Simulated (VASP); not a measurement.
Runs of VASP 6.6.1 on Te. It takes space group R-3m (No. 166, trigonal). Conventional cell: a = 4.612 Å, b = 4.612 Å, c = 5.073 Å, α = 90.00°, β = 90.00°, γ = 120.00°. Te (site symmetry -3m) has 6 Te at 3.15 Å as nearest neighbours. This isn't the form of Te at room conditions, which is trigonal, of chains.

| task | level | potentials or basis | spin | cell | k mesh | cutoff (eV) | smearing | gap on the mesh (eV) | pressure (GPa) | relaxed volume (Å³/atom) |
| --- | --- | --- | --- | --- | --- | --- | --- | --- | --- | --- |
| single point | PBE | VASP PAW PBE potentials, release 64 (Te) | off | as given | 9 × 9 × 9 | 520 | gaussian 0.012 eV | none | 2.6 | - |
| band structure | SCAN | VASP PAW PBE potentials, release 64 (Te) | SOC, no magnetisation | as given | 7 × 7 × 7 | 520 | fermi-dirac 0.05 eV | - | 0.2 | - |
| band structure | r2SCAN | VASP PAW PBE potentials, release 64 (Te) | SOC, no magnetisation | as given | 7 × 7 × 7 | 520 | fermi-dirac 0.05 eV | - | 2.0 | - |
| band structure | SCAN | VASP PAW PBE potentials, release 64 (Te) | off | as given | 9 × 9 × 9 | 520 | fermi-dirac 0.05 eV | - | 0.2 | - |
| relaxation of cell and atoms | PBE | VASP PAW PBE potentials, release 54 (Te) | off | relaxed | 9 × 9 × 9 | 600 | fermi-dirac 0.05 eV | none | 0.0 | 32.84 |
| band structure | r2SCAN | VASP PAW PBE potentials, release 64 (Te) | off | as given | 9 × 9 × 9 | 520 | fermi-dirac 0.05 eV | - | (a) | - |
| single point | PBE | VASP PAW PBE potentials, release 64 (Te) | off | as given | 9 × 9 × 9 | 520 | gaussian 0.029 eV | none | 2.6 | - |
| band structure | PBE | VASP PAW PBE potentials, release 54 (Te) | off | as given | 9 × 9 × 9 | 500 | fermi-dirac 0.05 eV | - | 2.6 | - |
| band structure | rSCAN | VASP PAW PBE potentials, release 64 (Te) | off | as given | 9 × 9 × 9 | 520 | fermi-dirac 0.05 eV | - | 2.4 | - |
| relaxation of cell and atoms | PBE | VASP PAW PBE potentials, release 54 (Te) | off | relaxed | 9 × 9 × 9 | 580 | fermi-dirac 0.05 eV | none | 0.0 | 32.84 |

Question: Fill in the values left out.

Answer: (a) 2.1.

Caveats: the PAW data sets were made with another functional, which shifts forces and pressure a little (some runs); spin-orbit coupling is left out, which moves the levels of the heavy elements (some runs).

A k mesh can miss the band edges, and rows without SOC leave out spin-orbit coupling on Te.

A gap of «none» marks a metal or a gap under the smearing width.
